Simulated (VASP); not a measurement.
# ZnS (P6_3mc) in VASP: further runs

The runs below take ZnS through single point, relaxation of cell and atoms, with LDA, PBEsol, r2SCAN.

Program: VASP 6.6.1. These are calculated values, not measurements. Logs are shortened: lines on timing, memory, paths and dates and some standing lists are left out, and cuts for length are marked.

**Measured values to compare with.**

From a printed reference work, monograph, for a bulk crystal of ZnS at 4 K: band gap 3.911 eV (direct).

The results are compared with them further down.

### Step 1. The cell of the first run

Symmetry: P6_3mc, No. 186, hexagonal system. Conventional cell: a = 3.738 Å, b = 3.738 Å, c = 6.143 Å, α = 90.00°, β = 90.00°, γ = 120.00°. Zn (site symmetry 3m) has 4 S at 2.29 to 2.30 Å within 3.0 Å. Within 3.0 Å of S (site symmetry 3m) lie 4 Zn at 2.29 to 2.30 Å.

### Step 2. Single point, LDA

Input file INCAR:

```
SYSTEM = ZnS
PREC     = Accurate       ! precision mode
ENCUT    = 520            ! plane-wave cutoff, eV
EDIFF    = 1E-6           ! SCF threshold, eV
ISMEAR   = -1             ! smearing method
SIGMA    = 0.02           ! smearing width, eV
LREAL    = .FALSE.        ! projectors in reciprocal space
LASPH    = .TRUE.         ! aspherical terms in the spheres
NELM     = 100            ! most SCF steps
ALGO     = Normal         ! electronic algorithm
ISIF     = 2              ! what is computed and relaxed
LWAVE    = .FALSE.        ! write WAVECAR
LCHARG   = .FALSE.        ! write CHGCAR
NBANDS   = 26             ! bands
```

Input file KPOINTS:

```
regular mesh
0
G
  12 12 4
  0 0 0
```

Input file POSCAR:

```
ZnS
1.0
    3.7382264463      0.0000000000      0.0000000000
   -1.8691132232      3.2373990676      0.0000000000
    0.0000000000      0.0000000000      6.1428476365
Zn S
2 2
Direct
    0.3333333333      0.6666666667      0.0055860324
    0.6666666667      0.3333333333      0.5055860324
    0.3333333333      0.6666666667      0.3794139676
    0.6666666667      0.3333333333      0.8794139676
```

Potentials or basis: VASP PAW LDA potentials, release 64 (Zn, S).

Started as:

```sh
> cat potpaw_LDA.64/Zn/POTCAR potpaw_LDA.64/S/POTCAR > POTCAR
> mpirun -np 1 vasp_std > vasp.out
```

OUTCAR:

```text
SYSTEM = ZnS
   PREC = Accurate
   ENCUT = 520
   EDIFF = 1E-6
   ISMEAR = -1
   LREAL = .FALSE.
   LASPH = .TRUE.
   NELM = 100
   ISIF = 2

 ion  position               nearest neighbor table
   1  0.333  0.667  0.006-   4 2.29   4 2.29   4 2.29   3 2.30
   2  0.667  0.333  0.506-   3 2.29   3 2.29   3 2.29   4 2.30
   3  0.333  0.667  0.379-   2 2.29   2 2.29   2 2.29   1 2.30
   4  0.667  0.333  0.879-   1 2.29   1 2.29   1 2.29   2 2.30

  LATTYP: Found a hexagonal cell.
 ALAT       =     3.7382264463
 C/A-ratio  =     1.6432518802

  Lattice vectors:

 A1 = (   3.7382264463,   0.0000000000,   0.0000000000)
 A2 = (  -1.8691132232,   3.2373990676,   0.0000000000)
 A3 = (   0.0000000000,   0.0000000000,   6.1428476365)

Analysis of symmetry for initial positions (statically):
=====================================================================
 Subroutine PRICEL returns:
 Original cell was already a primitive cell.

 Routine SETGRP: Setting up the symmetry group for a
 hexagonal supercell.

 Subroutine GETGRP returns: Found 12 space group operations
 (whereof  6 operations were pure point group operations)
 out of a pool of 24 trial point group operations.

The static configuration has the point symmetry C_3v.
 The point group associated with its full space group is C_6v.

Analysis of symmetry for dynamics (positions and initial velocities):
=====================================================================
 Subroutine PRICEL returns:
 Original cell was already a primitive cell.

 Routine SETGRP: Setting up the symmetry group for a
 hexagonal supercell.

 Subroutine GETGRP returns: Found 12 space group operations
 (whereof  6 operations were pure point group operations)
 out of a pool of 24 trial point group operations.

The dynamic configuration has the point symmetry C_3v.
 The point group associated with its full space group is C_6v.

 Subroutine INISYM returns: Found 12 space group operations
 (whereof  6 operations are pure point group operations),
 and found     1 'primitive' translations

----------------------------------------------------------------------------------------

                                     Primitive cell

  volume of cell :      74.3415

  direct lattice vectors                    reciprocal lattice vectors
     3.738226446  0.000000000  0.000000000     0.267506534  0.154444969  0.000000000
    -1.869113223  3.237399068  0.000000000     0.000000000  0.308889939  0.000000000
     0.000000000  0.000000000  6.142847636     0.000000000  0.000000000  0.162790950

  length of vectors
     3.738226446  3.738226446  6.142847636     0.308889939  0.308889939  0.162790950

  position of ions in fractional coordinates (direct lattice)
     0.333333333  0.666666667  0.005586032
     0.666666667  0.333333333  0.505586032
     0.333333333  0.666666667  0.379413968
     0.666666667  0.333333333  0.879413968

  ion indices of the primitive-cell ions
   primitive index   ion index
                 1           1
                 2           2
                 3           3
                 4           4

----------------------------------------------------------------------------------------

 KPOINTS: regular mesh

Automatic generation of k-mesh.
 Grid dimensions read from file:
 generate k-points for:   12   12    4

 Generating k-lattice:

  Cartesian coordinates                     Fractional coordinates (reciprocal lattice)
     0.022292211  0.012870414  0.000000000     0.083333333  0.000000000  0.000000000
     0.000000000  0.025740828  0.000000000     0.000000000  0.083333333  0.000000000
     0.000000000  0.000000000  0.040697737     0.000000000  0.000000000  0.250000000

  Length of vectors
     0.025740828  0.025740828  0.040697737

  Shift w.r.t. Gamma in fractional coordinates (k-lattice)
     0.000000000  0.000000000  0.000000000

 Subroutine IBZKPT returns following result:
 ===========================================

 Found     57 irreducible k-points:

 Following reciprocal coordinates:
            Coordinates               Weight
  0.000000  0.000000  0.000000      1.000000
  0.083333  0.000000  0.000000      6.000000
  0.166667  0.000000  0.000000      6.000000
  0.250000  0.000000  0.000000      6.000000
  0.333333  0.000000  0.000000      6.000000
  0.416667  0.000000  0.000000      6.000000
[... 16 lines left out ...]
  0.250000  0.000000  0.250000     12.000000
  0.333333  0.000000  0.250000     12.000000
 [... further k-points ...]
   k-points           NKPTS =     57   k-points in BZ     NKDIM =     57   number of bands    NBANDS=     26
   number of dos      NEDOS =    301   number of ions     NIONS =      4
   total plane-waves  NPLWV =  37632
   dimension x,y,z NGX =    28 NGY =   28 NGZ =   48
   dimension x,y,z NGXF=    56 NGYF=   56 NGZF=   96
   ions per type =               2   2
   NGX,Y,Z   is equivalent  to a cutoff of  12.45, 12.45, 12.99 a.u.
   NGXF,Y,Z  is equivalent  to a cutoff of  24.90, 24.90, 25.98 a.u.
 SYSTEM =  ZnS
   PREC   = accura    normal or accurate (medium, high low for compatibility)
   ISTART =      0    job   : 0-new  1-cont  2-samecut
   ICHARG =      2    charge: 1-file 2-atom 10-const
   ISPIN  =      1    spin polarized calculation?
   LNONCOLLINEAR =      F non collinear calculations
   LSORBIT =      F    spin-orbit coupling
   LASPH  =      T    aspherical Exc in radial PAW
   ENCUT  =  520.0 eV  38.22 Ry    6.18 a.u.   6.95  6.95 11.42*2*pi/ulx,y,z
   NELM   =    100;   NELMIN=  2; NELMDL= -5     # of ELM steps
   EDIFF  = 0.1E-05   stopping-criterion for ELM
   LREAL  =      F    real-space projection
   EDIFFG = 0.1E-04   stopping-criterion for IOM
   NSW    =      0    number of steps for IOM
   IBRION =     -1    ionic relax: 0-MD 1-quasi-New 2-CG
   NFREE  =      0    steps in history (QN), initial steepest desc. (CG)
   ISIF   =      2    stress and relaxation
   ISYM   =      2    0-nonsym 1-usesym 2-fastsym
   POTIM  = 0.5000    time-step for ionic-motion
   TEBEG  =    0.0;   TEEND  =   0.0 temperature during run
   PSTRESS=    0.0 pullay stress
   NELECT =      36.0000    total number of electrons
   NUPDOWN=      -1.0000    fix difference up-down
   EMIN   =  10.00;   EMAX   =-10.00  energy-range for DOS
   EFERMI =   0.00;   METHOD = LEGACY
   ISMEAR =    -1;   SIGMA  =   0.02  broadening in eV -4-tet -1-fermi 0-gaus
   EFERMI_NEDOS =   21; number of points for ismear=-14 and -15
   IALGO  =     38    algorithm
   IMIX   =      4    mixing-type and parameters
     AMIX     =   0.40;   BMIX     =  1.00
     AMIX_MAG =   1.60;   BMIX_MAG =  1.00
  volume/ion in A,a.u.               =      18.59       125.42
  Fermi-wavevector in a.u.,A,eV,Ry     =   1.285578  2.429390 22.486499  1.652711
  Thomas-Fermi vector in A             =   2.417704
   LORBIT       =      0    0 simple, 1 ext, 2 COOP (PROOUT), +10 PAW based schemes
   GGA     = CA    functional components
   LHFCALC =     F    Hartree Fock is set to
   AEXX    =    0.0000 exact exchange contribution
   IVDW    =     0    specifies the selected vdW correction
   LEPSILON=     F    determine dielectric tensor
   LRPA    =     F    only Hartree local field effects (RPA)
 non-spin polarized calculation
  energy-cutoff  :      520.00
  volume of cell :       74.34
 maximum number of plane-waves:      2020
 NGX is ok and might be reduce to    28
   NGX = 13   NGY = 13   NGZ = 23

 number of electron      36.0000015 magnetization

 Free energy of the ion-electron system (eV)
  ---------------------------------------------------
  ext. energy  EPLUGINS =         0.00000000
  ---------------------------------------------------
  free energy    TOTEN  =       -16.40293301 eV

  energy without entropy =      -16.40293301  energy(sigma->0) =      -16.40293301

 E-fermi :   2.9671     XC(G=0): -10.3089

 val. band max:        2.5316094232   @ k =   0.0000   0.0000   0.0000
 cond. band min:       4.7578112225   @ k =   0.0000   0.0000   0.0000
 fundamental gap:      2.2262017994
 Fermi energy:         2.9671070002

 k-point     1 :       0.0000    0.0000    0.0000
  band No.  band energies     occupation
      1     -11.0438      2.00000
      2      -9.9764      2.00000
      3      -4.2366      2.00000
      4      -4.2165      2.00000
      5      -4.2165      2.00000
      6      -4.1273      2.00000
[... 18 lines left out ...]
     25      10.1346      0.00000
     26      11.7978      0.00000

 k-point     2 :       0.0833    0.0000    0.0000
  band No.  band energies     occupation
      1     -10.9906      2.00000
      2      -9.9459      2.00000
      3      -4.2308      2.00000
      4      -4.2172      2.00000
      5      -4.2060      2.00000
      6      -4.1232      2.00000
[... 18 lines left out ...]
     25      10.3654      0.00000
     26      11.4416      0.00000

 k-point     3 :       0.1667    0.0000    0.0000
  band No.  band energies     occupation
      1     -10.8378      2.00000
      2      -9.8629      2.00000
      3      -4.2388      2.00000
      4      -4.1954      2.00000
      5      -4.1790      2.00000
      6      -4.1045      2.00000
[... 18 lines left out ...]
     25      10.6602      0.00000
     26      10.9988      0.00000

 k-point     4 :       0.2500    0.0000    0.0000
  band No.  band energies     occupation
      1     -10.6070      2.00000
      2      -9.7536      2.00000
      3      -4.2480      2.00000
      4      -4.1676      2.00000
      5      -4.1472      2.00000
      6      -4.0555      2.00000
[... 18 lines left out ...]
     25      11.0128      0.00000
     26      11.3507      0.00000
[... 496 lines left out ...]
      1     -10.7135      2.00000
      2     -10.0276      2.00000
      3      -4.2583      2.00000
      4      -4.1885      2.00000
      5      -4.1668      2.00000
      6      -4.1303      2.00000
[... 18 lines left out ...]
     25      10.5942      0.00000
     26      10.9158      0.00000

 k-point    23 :       0.2500    0.0000    0.2500
  band No.  band energies     occupation
      1     -10.4944      2.00000
      2      -9.8921      2.00000
      3      -4.2664      2.00000
      4      -4.1818      2.00000
      5      -4.1299      2.00000
      6      -4.0750      2.00000
[... 18 lines left out ...]
     25      11.0024      0.00000
     26      11.4484      0.00000

 k-point    24 :       0.3333    0.0000    0.2500
  band No.  band energies     occupation
      1     -10.2433      2.00000
      2      -9.7617      2.00000
      3      -4.2627      2.00000
      4      -4.1707      2.00000
      5      -4.0991      2.00000
      6      -3.9855      2.00000
[... 18 lines left out ...]
     25      11.3686      0.00000
     26      12.3712      0.00000

 [... further k-points ...]

------------------------ aborting loop because EDIFF is reached ----------------------------------------

  FORCE on cell =-STRESS in cart. coord.  units (eV):
  Direction    XX          YY          ZZ          XY          YZ          ZX
  --------------------------------------------------------------------------------------
  -------------------------------------------------------------------------------------
  Total        0.1073702      0.1073702      0.1120843     -0.0000000      0.0000000      0.0000000
  in kB        2.3139974      2.3139974      2.4155933     -0.0000000      0.0000000      0.0000000
  external PRESSURE =       2.3478627 kB  Pullay stress =       0.0000000 kB

 VOLUME and BASIS-vectors are now :
 -----------------------------------------------------------------------------
  energy-cutoff  :      520.00
  volume of cell :       74.34
      direct lattice vectors                 reciprocal lattice vectors
     3.738226446  0.000000000  0.000000000     0.267506534  0.154444969  0.000000000
    -1.869113223  3.237399068  0.000000000     0.000000000  0.308889939  0.000000000
     0.000000000  0.000000000  6.142847636     0.000000000  0.000000000  0.162790950

 POSITION                                       TOTAL-FORCE (eV/Angst)
 -----------------------------------------------------------------------------------
     -0.00000      2.15827      0.03431        -0.000000      0.000000      0.000674
      1.86911      1.07913      3.10574         0.000000      0.000000      0.000674
     -0.00000      2.15827      2.33068         0.000000     -0.000000     -0.000674
      1.86911      1.07913      5.40211        -0.000000      0.000000     -0.000674
 -----------------------------------------------------------------------------------
    total drift:                               -0.000001     -0.000001     -0.000665

  FREE ENERGIE OF THE ION-ELECTRON SYSTEM (eV)
  ---------------------------------------------------
  free  energy   TOTEN  =       -16.4029330061 eV

  energy  without entropy=      -16.4029330061  energy(sigma->0) =      -16.40293301
```

It took 1.8 min on 1 thread of Intel Xeon Platinum 8259CL at 2.50GHz (Skylake/Cascade Lake), shared host; peak memory 0.22 GiB.

What came out:

| Property | Result |
| --- | --- |
| Free energy | -16.4029 eV |
| Pressure | 0.2 GPa |
| Band gap on the k mesh | 2.23 eV |

[end of part 1 of 3]
